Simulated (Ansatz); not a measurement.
**Lanthanum (omega (AlB2-type)) across density functionals**

All rows: Ansatz, plane waves with scalar-relativistic PAW, 420 eV (500 eV for the SCAN forms), relaxed under each functional, no dispersion correction, no zero-point motion. B₀ comes from uniform scaling at fixed shape; a dash is a value not given.

| functional | V (Å³/atom) | cell | B₀ (GPa) | magnetic state | ΔE to dhcp (meV/atom) |
| --- | --- | --- | --- | --- | --- |
| PBE | 37.07 | a = 5.954 Å, c = 3.623 Å (c/a = 0.609) | 27 | non-magnetic | 31 |
| r²SCAN | 37.23 | a = 5.986 Å, c = 3.600 Å (c/a = 0.601) | 26 | non-magnetic | 13 |
| PBEsol | 34.24 | a = 5.806 Å, c = 3.518 Å (c/a = 0.606) | 29 | spin not included | 31 |
| LDA | 32.51 | a = 5.728 Å, c = 3.432 Å (c/a = 0.599) | 31 | spin not included | 33 |
| revPBE | 38.63 | a = 6.022 Å, c = 3.690 Å (c/a = 0.613) | 26 | spin not included | 32 |
| RPBE | 39.16 | a = 6.048 Å, c = 3.709 Å (c/a = 0.613) | 25 | spin not included | 33 |

(1) What does BLYP give?

Answers

(1) V (Å³/atom): 40.04; cell: a = 6.089 Å, c = 3.742 Å (c/a = 0.615); B₀ (GPa): 27; magnetic state: spin not included; ΔE to dhcp (meV/atom): 36.
